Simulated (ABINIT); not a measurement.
PbS (Galena):

```xyz
2
Lattice="0.0000 2.9657 2.9657 2.9657 0.0000 2.9657 2.9657 2.9657 0.0000" Properties=species:S:1:pos:R:3 pbc="T T T"
Pb    0.0000    0.0000    0.0000
S     2.9657    2.9657    2.9657
```

Program: ABINIT 10.8.3 (patched build). Alike in all runs: task band structure; no spin polarisation; cell as given; k mesh 8 × 8 × 8; smearing fermi-dirac 0.05 eV.

Order these runs on this cell by their pressure, lowest first.
A. level PBEsol; potentials or basis PseudoDojo NC SR PBEsol v0.4.1 standard; cutoff (eV) 762
B. level LDA; potentials or basis PseudoDojo NC SR LDA v0.4.1 standard; cutoff (eV) 762
C. level PBE; potentials or basis SG15 NC PBE v1.2; cutoff (eV) 844

B (-2.6 GPa), A (-0.8 GPa), C (2.2 GPa).

Not every run made on this cell is shown here.
